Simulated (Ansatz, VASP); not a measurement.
# Ti4C: VASP beside Ansatz

```
Ti C
1.0
     3.25534    0.00000    0.00000
     0.00000    3.25534    0.00000
     0.00000    0.00000   20.17937
Ti C
4 1
Cartesian
  1.6277 1.6277 4.0000
  0.0000 0.0000 5.6277
  1.6277 1.6277 7.1674
  0.0000 0.0000 8.6794
  1.2208 1.2208 9.0801
```

Alike in both runs: functional PBE; k mesh 8 × 8 × 1; occupations gaussian, width 0.1 eV; no spin polarisation.

Ansatz relaxed the structure, and its values are those at the end. VASP's run is a single point on that final structure, the one shown.

|  | VASP | Ansatz |
| --- | --- | --- |
| version | VASP 6.6.1 | Ansatz 0.2.0 |
| potentials or method | VASP PAW PBE potentials, release 64 (Ti_sv, C) | scalar-relativistic, plane waves, PAW |
| plane-wave cutoff (eV) | 520 | 420 |
| valence electrons in the cell | 52 | 52 |

Ansatz gave:

| Quantity | Value |
| --- | --- |
| gap on the k mesh at the Fermi level (eV) | none |
| rms of the force components (eV/Å) | 1.567 |

Task: Which values does VASP return?

Result: gap on the k mesh at the Fermi level (eV): none; rms of the force components (eV/Å): 1.586.

A gap of «none» marks a metal or a gap that the smearing closes. Ansatz warned: «vacuum_below_fermi».
